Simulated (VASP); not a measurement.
Runs of VASP 6.6.1 on Te2Mo. The structure is hexagonal, space group P6_3/mmc (No. 194). The conventional cell has a = 3.518 Å, b = 3.518 Å, c = 13.974 Å, α = 90.00°, β = 90.00°, γ = 120.00°. Around Te (site symmetry 3m) lie 3 Mo at 2.72 Å. Mo (site symmetry -6m2) is surrounded by 6 Te at 2.72 Å. 

```tsv
level	gap on the mesh (eV)	pressure (GPa)	relaxed volume (Å³/atom)
PBEsol+D4	0.57	0.0	(a)
RPBE+D3(BJ)	(c)	0.0	17.88
RPBE+D4	0.57	0.0	(b)
PBEsol+rVV10	0.70	0.0	24.22
RPBE+D3	0.83	0.0	25.79
```

Alike in all rows: task relaxation of cell and atoms; potentials or basis VASP PAW PBE potentials, release 64 (Te, Mo_sv); no spin polarisation; cell relaxed; k mesh 9 × 9 × 2; cutoff (eV) 600; smearing fermi-dirac 0.05 eV.

Q: Estimate the missing entries.

A: (a) 23.41; (b) 23.48; (c) none.

Caveats: the PAW data sets were made with another functional, which shifts forces and pressure a little; spin-orbit coupling is left out, which moves the levels of the heavy elements (some runs); an odd mesh through Γ misses points on the zone boundary, where band edges often lie (some runs); the volume moved by over 15 % at a fixed basis, so the end points are rough (some runs); the volume moved by -28 % from the deposited cell, more than functionals usually miss (some runs).

A k mesh can miss the band edges, and the runs leave out spin-orbit coupling on Mo, Te.

Runs at the PBE level aren't shown here.
